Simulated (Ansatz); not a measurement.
# Ti4O: the cost of one run

Computed with Ansatz 0.2.0 (DFT r2SCAN, scalar-relativistic, plane waves, PAW, unless a step's input says otherwise).

2 further runs of the same task are left out: 2 set aside as unsound or not needed.

## 1. The starting structure

Symmetry: Cmm2, No. 35, orthorhombic system. Conventional cell: a = 3.252 Å, b = 4.599 Å, c = 23.898 Å, α = 90.00°, β = 90.00°, γ = 90.00°. Around Ti (site symmetry mm2) lie 6 Ti at 2.82 Å. Ti (site symmetry mm2) is surrounded by 8 Ti at 2.82 to 2.88 Å. Around Ti (site symmetry mm2) lie 8 Ti at 2.66 to 2.88 Å. Ti (site symmetry mm2) has 6 Ti at 2.66 to 2.82 Å as nearest neighbours.

Coordinates:

```xyz
4
Lattice="2.8161 0.0000 0.0000 -0.9387 2.6551 0.0000 0.0000 0.0000 23.8981" Properties=species:S:1:pos:R:3 pbc="T T T"
Ti    0.9387    1.3275    8.5000
Ti    0.0000    0.0000   10.7994
Ti    0.9387    1.3275   13.1723
Ti    0.0000    0.0000   15.2802
```

Miller indices refer to the conventional cell of the relaxed bulk, Im-3m (No. 229): a = 3.252 Å, b = 3.252 Å, c = 3.252 Å, α = 90.00°, β = 90.00°, γ = 90.00°.

It is a (110) slab, 6.9 Å thick as cut, with 17 Å of vacuum; its outer planes are Ti (top) and Ti (bottom). An earlier relaxation, lower half held, gave -10015.0834 eV, work function 4.47 eV (top face), 4.43 eV (bottom face).

## 2. O put at a top (Ti) site

input.yaml

```yaml
crystal:
  lattice:
    - [2.8161325216, 0.0, 0.0]
    - [-0.9387108405, 2.6550752037, 0.0]
    - [0.0, 0.0, 25.8980877261]
  atoms:
    - { symbol: Ti, position: [0.5, 0.5, 0.3282095609] }
    - { symbol: Ti, position: [0.0, 0.0, 0.416994594] }
    - { symbol: Ti, position: [0.5, 0.5, 0.5086216057] }
    - { symbol: Ti, position: [0.0, 0.0, 0.5900132953] }
    - { symbol: O, position: [0.0, 0.0, 0.6772784256] }
basis:
  ecutwfc: 500
kpoints:
  mp_grid: { grid: [11, 11, 1] }
hamiltonian:
  xc: r2scan
scf:
  occupations: { method: gaussian, width: 0.1 }
output:
  forces: true
  eigenvalues: true
relax:
  adjacent_minimum: "off"
  f_tol: 0.03
  max_steps: 70
  constraints: [{ sites: [0, 1] }]
efield:
  axis: 3
  dipole_correction: true
```

**Question.** How long does this run take on 1 thread of an Arm CPU, shared host, and how much memory does it need?

About 11 min, with a peak of 1.1 GiB.
